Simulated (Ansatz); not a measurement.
**NaI (Fm-3m): a single-point run**

The task is a single-point run on NaI (Fm-3m). The structure is shown as the input types it.

Program: Ansatz 0.2.0. Level of theory: DFT PBE, scalar-relativistic, plane waves, PAW. These are calculated values, not measurements.

1 further run of the same task is left out (set aside as unsound or not needed). Runs told in other sessions of the task aren't counted.

## Step 1: The structure to begin with

The structure is cubic, space group Fm-3m (No. 225). The conventional cell has a = 6.529 Å, b = 6.529 Å, c = 6.529 Å, α = 90.00°, β = 90.00°, γ = 90.00°. Around Na (site symmetry m-3m) lie 6 I at 3.26 Å. I (site symmetry m-3m) is surrounded by 6 Na at 3.26 Å.

As a file:

```xyz
2
Lattice="0.0000 3.2645 3.2645 3.2645 0.0000 3.2645 3.2645 3.2645 0.0000" Properties=species:S:1:pos:R:3 pbc="T T T"
Na    0.0000    0.0000    0.0000
I     3.2645    3.2645    3.2645
```

## Step 2: Running it

Contents of input.yaml:

```yaml
crystal:
  lattice:
    - [0.0, 3.2645370669, 3.2645370669]
    - [3.2645370669, 0.0, 3.2645370669]
    - [3.2645370669, 3.2645370669, 0.0]
  atoms:
    - { symbol: Na, position: [0.0, 0.0, 0.0] }
    - { symbol: I, position: [0.5, 0.5, 0.5] }
basis:
  ecutwfc: 420
  ecutrho_ratio: 2
kpoints:
  mp_grid: { grid: [10, 10, 10] }
hamiltonian:
  xc: pbe
scf:
  occupations: { method: gaussian, width: 0.05 }
  max_iter: 100
output:
  forces: true
  stress: true
```

Launch:

```sh
ansatz run input.yaml --threads 4 --pin off --max-ram 7168MiB --backend cpu --events-out ev --progress --plain --runs-dir out
```

Q: Will this input give a usable result? If not, why, and what should change?

This run ends as converged, with warnings (cutoff below recommended). Its log warns: «basis.ecutrho_ratio = 2 (ecutrho = 840 eV) is below the records' recommended 1680 eV»

In the input, basis.ecutrho_ratio is 2. The density cutoff must be at least four times the energy cutoff of the waves.

To check: set basis.ecutrho_ratio to 4.
